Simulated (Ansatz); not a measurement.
Ansatz 0.2.0, relaxation: KHg4P3

Launch command:

```bash
ansatz run input.yaml --threads 2 --pin off --max-ram 3584MiB --backend cpu --events-out ev --progress --plain --runs-dir out
```

Input:

```yaml
crystal:
  lattice:
    - [4.421088, 0.0, 0.0]
    - [-2.210544, 3.82878, 0.0]
    - [-2.210544, 1.27626, 11.977041]
  atoms:
    - { symbol: K, position: [0.5, 0.5, 0.5] }
    - { symbol: Hg, position: [0.09027, 0.90973, 0.27081] }
    - { symbol: Hg, position: [0.90973, 0.09027, 0.72919] }
    - { symbol: Hg, position: [0.30177, 0.69823, 0.90531] }
    - { symbol: Hg, position: [0.69823, 0.30177, 0.09469] }
    - { symbol: P, position: [0.22904, 0.77096, 0.68712] }
    - { symbol: P, position: [0.77096, 0.22904, 0.31288] }
    - { symbol: P, position: [0.0, 0.0, 0.0] }
  symmetry: { tolerance: 0.0003 }
kpoints:
  mp_grid: { grid: [5, 5, 5], shift: [0, 0, 0] }
magnetization:
  spin_polarized: false
scf:
  occupations: { method: fermi_dirac, width: 0.1149 }
  lower_state_search: "off"
hamiltonian:
  pseudopotentials: { kind: paw }
  xc: r2scan
basis:
  ecutwfc: 500
  fft_grid_basis: typed
relax:
  max_steps: 80
  cell: { p_target: 0.0 }
  f_tol: 0.03
output:
  forces: true
  stress: true
  eigenvalues: true
  populations: true
  elf: true
  write_potential: true
  volumetric_format: npy
  dos:
    e_range: [-12, 8]
    de: 0.05
    projected: { site_lists: { Hg: [Hg], K: [K], P: [P] } }
  write_density: true
  bader: false
checkpoint:
  read: saved_state
```

Origin of the cell: a known structure type with other elements, at an estimated volume, so it need not be a known compound.

The saved state is a converged single point of the same cell.

Steps («new basis» is an SCF on plane waves selected anew at the same cell):

```json
{"step": "1", "ΔF (meV/atom)": "0.0", "max force component (eV/Å)": "0.426", "P (GPa)": "-0.57", "volume (Å³)": "202.74", "SCF iterations": "6", "step was": "accepted"}
{"step": "2", "ΔF (meV/atom)": "-14.4", "max force component (eV/Å)": "0.218", "P (GPa)": "-0.94", "volume (Å³)": "204.61", "SCF iterations": "8", "step was": "accepted"}
{"step": "3", "ΔF (meV/atom)": "-17.8", "max force component (eV/Å)": "0.184", "P (GPa)": "1.20", "volume (Å³)": "199.07", "SCF iterations": "8", "step was": "accepted"}
{"step": "4", "ΔF (meV/atom)": "-20.9", "max force component (eV/Å)": "0.033", "P (GPa)": "0.07", "volume (Å³)": "202.74", "SCF iterations": "7", "step was": "accepted"}
{"step": "5", "ΔF (meV/atom)": "-21.0", "max force component (eV/Å)": "0.009", "P (GPa)": "0.03", "volume (Å³)": "203.00", "SCF iterations": "7", "step was": "accepted"}
{"step": "6", "ΔF (meV/atom)": "-21.0", "max force component (eV/Å)": "0.009", "P (GPa)": "0.03", "volume (Å³)": "203.00", "SCF iterations": "6", "step was": "new basis"}
```

Step 1, with forces in eV/Å:

```xyz
8
Lattice="4.421 0.000 0.000 -2.211 3.829 0.000 -2.211 1.276 11.977" Properties=species:S:1:pos:R:3:forces:R:3 pbc="T T T" step=1
K     0.000    2.553    5.989    0.000    0.000    0.000
Hg   -2.211    3.829    3.244    0.000    0.000    0.426
Hg    2.211    1.276    8.734    0.000    0.000   -0.426
Hg   -2.211    3.829   10.843    0.000    0.000    0.046
Hg    2.211    1.276    1.134    0.000    0.000   -0.046
P    -2.211    3.829    8.230    0.000    0.000    0.170
P     2.211    1.276    3.747    0.000    0.000   -0.170
P     0.000    0.000    0.000    0.000    0.000    0.000
```

Step 2, with forces in eV/Å:

```xyz
8
Lattice="4.409 0.000 0.000 -2.205 3.819 0.000 -2.205 1.273 12.153" Properties=species:S:1:pos:R:3:forces:R:3 pbc="T T T" step=2
K     0.000    2.546    6.076    0.000    0.000    0.000
Hg   -2.205    3.819    3.487    0.000    0.000    0.204
Hg    2.205    1.273    8.666    0.000    0.000   -0.204
Hg   -2.205    3.819   10.967    0.000    0.000    0.024
Hg    2.205    1.273    1.186    0.000    0.000   -0.024
P    -2.205    3.819    8.330    0.000    0.000    0.218
P     2.205    1.273    3.823    0.000    0.000   -0.218
P     0.000    0.000    0.000    0.000    0.000    0.000
```

Step 3, with forces in eV/Å:

```xyz
8
Lattice="4.341 0.000 0.000 -2.170 3.759 0.000 -2.170 1.253 12.199" Properties=species:S:1:pos:R:3:forces:R:3 pbc="T T T" step=3
K     0.000    2.506    6.099    0.000    0.000    0.000
Hg   -2.170    3.759    3.683    0.000    0.000   -0.075
Hg    2.170    1.253    8.515    0.000    0.000    0.075
Hg   -2.170    3.759   11.058    0.000    0.000   -0.184
Hg    2.170    1.253    1.141    0.000    0.000    0.184
P    -2.170    3.759    8.441    0.000    0.000   -0.052
P     2.170    1.253    3.757    0.000    0.000    0.052
P     0.000    0.000    0.000    0.000    0.000    0.000
```

Step 4, with forces in eV/Å:

```xyz
8
Lattice="4.366 0.000 0.000 -2.183 3.781 0.000 -2.183 1.260 12.280" Properties=species:S:1:pos:R:3:forces:R:3 pbc="T T T" step=4
K     0.000    2.521    6.140    0.000    0.000    0.000
Hg   -2.183    3.781    3.679    0.000    0.000   -0.005
Hg    2.183    1.260    8.601    0.000    0.000    0.005
Hg   -2.183    3.781   11.078    0.000    0.000    0.033
Hg    2.183    1.260    1.202    0.000    0.000   -0.033
P    -2.183    3.781    8.464    0.000    0.000    0.018
P     2.183    1.260    3.816    0.000    0.000   -0.018
P     0.000    0.000    0.000    0.000    0.000    0.000
```

Step 6, with forces in eV/Å:

```xyz
8
Lattice="4.371 0.000 0.000 -2.185 3.785 0.000 -2.185 1.262 12.272" Properties=species:S:1:pos:R:3:forces:R:3 pbc="T T T" step=6
K     0.000    2.523    6.136    0.000    0.000    0.000
Hg   -2.185    3.785    3.670    0.000    0.000   -0.002
Hg    2.185    1.262    8.602    0.000    0.000    0.002
Hg   -2.185    3.785   11.082    0.000    0.000   -0.001
Hg    2.185    1.262    1.189    0.000    0.000    0.001
P    -2.185    3.785    8.467    0.000    0.000    0.009
P     2.185    1.262    3.804    0.000    0.000   -0.009
P     0.000    0.000    0.000    0.000    0.000    0.000
```

```yaml
Free_energy_lowered_by: 21.0 meV/atom
Volume_change: 0.13 %
Final_pressure: 0.03 GPa
Relaxation_steps_listed: 6
Formation_energy_elements_under_the_same_functional_gases_as_molecules_uncorrected: 0.020 eV/atom
```

Caveats: no spin-orbit coupling, though heavy elements are present; the k mesh is coarse if the cell is a metal; the relaxation held the start's symmetry, so the end may be a saddle point.

It ran for 2.2 min on 2 threads of Intel(R) Xeon(R) Platinum 8375C CPU @ 2.90GHz (Ice Lake), with other jobs on the host, peak memory 1.2 GiB, from a saved density.
